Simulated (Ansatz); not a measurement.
Nb: pressure against volume per atom

Equation of state of a cubic crystal from periodic Kohn-Sham density functional theory without spin; pressure corrected for the finite basis. The results are calculated, by Ansatz 0.2.0 development build.

Cell of the first row (space group Fd-3m, No. 227):
```
CELL_PARAMETERS angstrom
0.00000 2.89540 2.89540
2.89540 0.00000 2.89540
2.89540 2.89540 0.00000
ATOMIC_POSITIONS crystal
Nb 0.00000 0.00000 0.00000
Nb 0.25000 0.25000 0.25000
```

Settings of every row: formula Nb; structure type diamond; functional PBE; spin treatment none; k mesh 16x16x16; occupation method fermi-dirac; occupation width 0.061225619 eV; wave cutoff 420 eV; datasets soft-1 PAW; density cutoff ratio 4.

Limits: a cubic model structure, not a phase known at ambient conditions; some atoms lie unusually close (a squeezed, shaken or made-up cell).

```csv
row,volume per atom (Å³),pressure (GPa),energy above lowest point (meV/atom)
1,24.274,4.581,20.31
2,24.791,2.843,8.39
3,25.307,1.274,1.81
4,25.823,?,?
5,26.34,-1.381,2.47
6,26.856,-2.505,8.76
7,27.373,-3.518,18.5
```

Question: what pressure should row 4 give?

Worked fit of pressure. Take u = (V_r/V)^(2/3) − 1 with V_r = 25.823 Å³ an atom, which is twice the finite (Eulerian) strain; such expansions in the strain, on which the Birch-Murnaghan equation of state is built, carry the rest volume and the bulk modulus. The shown rows have u = 0.0421, 0.02756, 0.01355, -0.01313, -0.02581, -0.03812. Least squares give pressure = −0.1234 + 99.765 × u + 283.77 × u² GPa; a straight line predicts inner rows, each left out in turn, worse (root mean square 0.17 against 0.0071 GPa). The rows lie off it by 0.001, 0.001, -0.007, 0.003, 0.004, -0.004 (root mean square 0.0039 GPa). The pressure vanishes at u = 0.0012, or V = 25.78 Å³ an atom, and there the bulk modulus at fixed shape and fractions is B = −V dP/dV = (2/3)(1 + u) dP/du = 67.1 GPa. The withheld row has u = 0, so the fit gives −0.1234 + 99.765 × (0) + 283.77 × (0)² = -0.123 GPa.

The calculation gave -0.128 GPa. The fit lies 0.005 GPa (3.9 % of the value, 0.062 % of the column's range) above it; its largest miss of a shown row is 0.007 GPa.

The other values of row 4: energy above lowest point 0 meV/atom.
